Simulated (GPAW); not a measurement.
A calculation with GPAW 26.7.0 of TiC (ASE script, Cartesian positions):

File run.py:

```python
from ase.dft.bandgap import bandgap
from ase.io import read, write
from ase.units import GPa
from gpaw import GPAW, PW

atoms = read('TiC.xyz')

calc = GPAW(mode=PW(600),
            xc='MGGA_X_R2SCAN+MGGA_C_R2SCAN',
            kpts={'size': (9, 9, 9), 'gamma': True},
            occupations={'name': 'fermi-dirac', 'width': 0.05},
            nbands=18,
            maxiter=120,
            txt='gpaw.txt')
atoms.calc = calc
energy = atoms.get_potential_energy()
forces = atoms.get_forces()
stress = atoms.get_stress()
calc.write('gs.gpw')
write('result.traj', atoms)
print(f'Energy: {energy:.6f} eV')
print('Forces (eV/A):')
print(forces.round(4))
print('Stress (GPa):', (stress / GPa).round(3))
print('Fermi level:', round(calc.get_fermi_level(), 4), 'eV')
print(f'Gap: {bandgap(calc)[0]:.4f} eV, direct: {bandgap(calc, direct=True)[0]:.4f} eV')
```

File TiC.xyz:

```xyz
2
Lattice="0.0000000000 2.1657188437 2.1657188437 2.1657188437 0.0000000000 2.1657188437 2.1657188437 2.1657188437 0.0000000000" Properties=species:S:1:pos:R:3 pbc="T T T"
Ti     0.0000000000      0.0000000000      0.0000000000
C      2.1657188437      2.1657188437      2.1657188437
```

Potentials or basis: GPAW PAW data sets (gpaw-data 1.2.1), pw.

The run is started by

```bash
$ OMP_NUM_THREADS=1 python run.py
```

The cell is a database's computed one.

Problem. Write the same calculation in another form: ASE script, structure from a POSCAR.

Solution. As run:

File run.py:

```python
from ase.dft.bandgap import bandgap
from ase.io import read, write
from ase.units import GPa
from gpaw import GPAW, PW

atoms = read('POSCAR')

calc = GPAW(mode=PW(600),
            xc='MGGA_X_R2SCAN+MGGA_C_R2SCAN',
            kpts={'size': (9, 9, 9), 'gamma': True},
            occupations={'name': 'fermi-dirac', 'width': 0.05},
            nbands=18,
            maxiter=120,
            txt='gpaw.txt')
atoms.calc = calc
energy = atoms.get_potential_energy()
forces = atoms.get_forces()
stress = atoms.get_stress()
calc.write('gs.gpw')
write('result.traj', atoms)
print(f'Energy: {energy:.6f} eV')
print('Forces (eV/A):')
print(forces.round(4))
print('Stress (GPa):', (stress / GPa).round(3))
print('Fermi level:', round(calc.get_fermi_level(), 4), 'eV')
print(f'Gap: {bandgap(calc)[0]:.4f} eV, direct: {bandgap(calc, direct=True)[0]:.4f} eV')
```

The input POSCAR:

```
TiC
1.0
    0.0000000000      2.1657188437      2.1657188437
    2.1657188437      0.0000000000      2.1657188437
    2.1657188437      2.1657188437      0.0000000000
Ti C
1 1
Direct
    0.0000000000      0.0000000000      0.0000000000
    0.5000000000      0.5000000000      0.5000000000
```

Potentials or basis: GPAW PAW data sets (gpaw-data 1.2.1), pw.

The run is started by

```bash
$ OMP_NUM_THREADS=1 python run.py
```

Both were run:

|  | ASE script, Cartesian positions | ASE script, structure from a POSCAR |
| --- | --- | --- |
| Pressure | 0.1 GPa | 0.1 GPa |
| Band gap on the k mesh | none (metal or under the smearing width) | none (metal or under the smearing width) |

Keys that steer only the numerical path or the files written may differ.

Caveat: the cutoff is short for stress and forces, so pressures can be off by a GPa or more; the PAW data sets were made with another functional, which shifts forces and pressure a little.
